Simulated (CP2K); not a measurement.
Runs of CP2K 2026.2 on SiC (Moissanite). The structure is hexagonal, space group P6_3mc (No. 186). Conventional cell: a = 3.076 Å, b = 3.076 Å, c = 5.048 Å, α = 90.00°, β = 90.00°, γ = 120.00°. Si (site symmetry 3m) is surrounded by 4 C at 1.87 to 1.94 Å. C (site symmetry 3m) has 4 Si at 1.87 to 1.94 Å as nearest neighbours. 

| level | gap on the mesh (eV) | pressure (GPa) | largest force (eV/Å) |
| --- | --- | --- | --- |
| AM05 | 2.40 | 2.3 | 0.77 |
| PBE | 2.57 | (c) | 0.76 |
| PBEsol | 2.40 | 2.3 | 0.77 |
| LDA | 2.38 | (d) | 0.77 |
| r2SCAN | (a) | 1.0 | (b) |
| BLYP | 2.92 | 6.5 | 0.76 |
| revPBE | 2.63 | 3.5 | 0.76 |

Alike in all rows: task single point; potentials or basis POTENTIAL_UZH Si GTH-PBE-q4, C GTH-PBE-q4; TZVP-MOLOPT-PBE-GTH basis; no spin polarisation; cell as given; k mesh 10 × 10 × 5; smearing fermi-dirac 0.05 eV.

Question: Fill in the values left out.

Answer: (a) 2.93; (b) 0.80; (c) 3.2; (d) 2.4.

Caveats: an odd mesh through Γ misses points on the zone boundary, where band edges often lie; the basis of atomic orbitals isn't converged, which shifts pressures, moduli and gaps; the potentials were made for another functional, which shifts forces and pressure (some runs).
